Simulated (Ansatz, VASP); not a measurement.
SiC: VASP beside Ansatz

```
Si C
1.0
     2.96730    0.00000    0.00000
    -1.48365    2.56975    0.00000
     0.00000    0.00000    5.06844
Si C
2 2
Direct
  0.33333 0.66667 0.00721
  0.66667 0.33333 0.50721
  0.33333 0.66667 0.37779
  0.66667 0.33333 0.87779
```

Alike in both runs: functional PBE; k mesh 12 × 12 × 6; occupations gaussian, width 0.05 eV; no spin polarisation.

Ansatz relaxed the structure, and its values are those at the end. VASP's run is a single point on that final structure, the one shown.

```csv
,VASP,Ansatz
version,VASP 6.6.1,Ansatz 0.2.0
potentials or method,"VASP PAW PBE potentials, release 64 (Si, C)","scalar-relativistic, plane waves, PAW"
plane-wave cutoff (eV),520,520
valence electrons in the cell,16,16
```

Ansatz gave:

| Quantity | Value |
| --- | --- |
| gap on the k mesh at the Fermi level (eV) | 1.78 |
| least direct gap on the mesh (eV) | 4.40 |
| pressure (GPa) | 21.2 |

**Question.** What did VASP give for the same quantities?

**Answer.** gap on the k mesh at the Fermi level (eV): 1.77; least direct gap on the mesh (eV): 4.39; pressure (GPa): 21.1.

Ansatz warned: «stress_scf_threshold_loose».

Caveats: so large a pressure means that the cell lies far from this level's equilibrium, or that cutoff or potentials fall short (VASP). A k mesh can miss the band edges.
